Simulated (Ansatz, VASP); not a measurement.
## One calculation of SiC, two programs

INCAR

```
PREC = Accurate
ENCUT = 520
EDIFF = 1E-6
ISMEAR = 0
SIGMA = 0.05
LREAL = False
LASPH = True
NELM = 80
ALGO = Normal
ISIF = 2
LWAVE = False
LCHARG = True
GGA = PE
LELF = True
LVHAR = True
NBANDS = 11
```

Contents of KPOINTS:

```
regular mesh
0
Gamma
  12 12 12
```

Contents of POSCAR:

```
SiC
1.0
    0.0000000000      2.1740000000      2.1740000000
    2.1740000000      0.0000000000      2.1740000000
    2.1740000000      2.1740000000      0.0000000000
Si C
1 1
Direct
   -0.0203285068      0.0000000000      0.0000000000
    0.7500000000      0.7500000000      0.7500000000
```

Input for Ansatz:

```yaml
crystal:
  lattice:
    - [0.0, 2.174, 2.174]
    - [2.174, 0.0, 2.174]
    - [2.174, 2.174, 0.0]
  atoms:
    - { symbol: Si, position: [-0.0203285068, 0.0, 0.0] }
    - { symbol: C, position: [0.75, 0.75, 0.75] }
basis:
  ecutwfc: 420
kpoints:
  mp_grid: { grid: [12, 12, 12] }
hamiltonian:
  xc: pbe
scf:
  occupations: { method: gaussian, width: 0.05 }
output:
  forces: true
  stress: true
  eigenvalues: true
```

Change from the starting cell: all Si atoms moved +0.062 Å, as atom 1 towards its neighbour atom 1 (Si) at 3.075 Å.

Alike in both runs: task single point; functional PBE; k mesh 12 × 12 × 12; occupations gaussian, width 0.05 eV; no spin polarisation.

```csv
,VASP,Ansatz
version,VASP 6.6.1,Ansatz 0.2.0
potentials or method,"VASP PAW PBE potentials, release 64 (Si, C)","scalar-relativistic, plane waves, PAW"
plane-wave cutoff (eV),520,420
valence electrons in the cell,8,8
```

VASP gave:

```
gap on the k mesh at the Fermi level (eV)       : 1.05
least direct gap on the mesh (eV)               : 4.43
pressure (GPa)                                  : 5.3
largest component of the traceless stress (GPa) : 3.03
rms of the force components (eV/Å)              : 0.710
```

Which values does Ansatz return?

gap on the k mesh at the Fermi level (eV): 1.05; least direct gap on the mesh (eV): 4.43; pressure (GPa): 5.3; largest component of the traceless stress (GPa): 3.04; rms of the force components (eV/Å): 0.711.

Atom by atom the forces differ by 0.000 eV/Å (rms over components). The functional is the same, so the differences come from potentials, cutoffs and numerics.

Caveats: forces of over 1 eV/Å show positions far from the minimum, so gaps and moduli don't describe the material at rest. A k mesh can miss the band edges.
